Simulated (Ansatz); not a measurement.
# Ni3Ge: the cost of one run

Computed with Ansatz 0.2.0 (DFT r2SCAN, scalar-relativistic, plane waves, PAW, unless a step's input says otherwise).

3 further runs of the same task are left out: 3 set aside as unsound or not needed.

## (1) The structure to begin with

It takes space group Pm-3m (No. 221, cubic). The conventional cell has a = 3.533 Å, b = 3.533 Å, c = 3.533 Å, α = 90.00°, β = 90.00°, γ = 90.00°. Ni (site symmetry 4/mmm) is surrounded by 8 Ni at 2.50 Å and 4 Ge at 2.50 Å. Ni (site symmetry 4/mmm) has 4 Ge at 2.50 Å and 8 Ni at 2.50 Å in its first shell of neighbours. Ge (site symmetry m-3m) is surrounded by 12 Ni at 2.50 Å.

As a file:

```xyz
12
Lattice="0.0000 -3.5326 0.0000 0.0000 0.0000 -3.5326 10.5979 0.0000 0.0000" Properties=species:S:1:pos:R:3 pbc="T T T"
Ni    1.7663    0.0000   -1.7663
Ni    5.2989    0.0000   -1.7663
Ni    8.8315    0.0000   -1.7663
Ni    3.5326   -1.7663   -1.7663
Ni    7.0652   -1.7663   -1.7663
Ni    0.0000   -1.7663   -1.7663
Ni    1.7663   -1.7663    0.0000
Ni    5.2989   -1.7663    0.0000
Ni    8.8315   -1.7663    0.0000
Ge    0.0000   -3.5326    0.0000
Ge    3.5326   -3.5326    0.0000
Ge    7.0652   -3.5326    0.0000
```

It goes back to an entry of the Materials Project, which need not be the stable form.

It is built from the cell relaxed beforehand with the same method (11.02 Å³/atom).

## (2) The undisturbed cell

input.yaml reads:

```yaml
crystal:
  lattice:
    - [0.0, -3.5326169033, 0.0]
    - [0.0, 0.0, -3.5326169033]
    - [10.5978507098, 0.0, 0.0]
  atoms:
    - { symbol: Ni, position: [0.0, 0.5, 0.1666666667] }
    - { symbol: Ni, position: [0.0, 0.5, 0.5] }
    - { symbol: Ni, position: [0.0, 0.5, 0.8333333333] }
    - { symbol: Ni, position: [0.5, 0.5, 0.3333333333] }
    - { symbol: Ni, position: [0.5, 0.5, 0.6666666667] }
    - { symbol: Ni, position: [0.5, 0.5, 0.0] }
    - { symbol: Ni, position: [0.5, 0.0, 0.1666666667] }
    - { symbol: Ni, position: [0.5, 0.0, 0.5] }
    - { symbol: Ni, position: [0.5, 0.0, 0.8333333333] }
    - { symbol: Ge, position: [1.0, 0.0, 0.0] }
    - { symbol: Ge, position: [1.0, 0.0, 0.3333333333] }
    - { symbol: Ge, position: [1.0, 0.0, 0.6666666667] }
basis:
  ecutwfc: 500
kpoints:
  mp_grid: { grid: [13, 13, 5] }
hamiltonian:
  xc: r2scan
scf:
  occupations: { method: gaussian, width: 0.15 }
output:
  forces: true
  stress: true
  eigenvalues: true
```

The run is started by

```bash
ansatz run input.yaml --threads 2 --pin off --max-ram 5120MiB --backend cpu --events-out ev --progress --plain --runs-dir out
```

Q: Estimate wall time and peak memory on 2 threads of Arm Neoverse V2, shared host.

About 2 min, with a peak of 1.5 GiB.
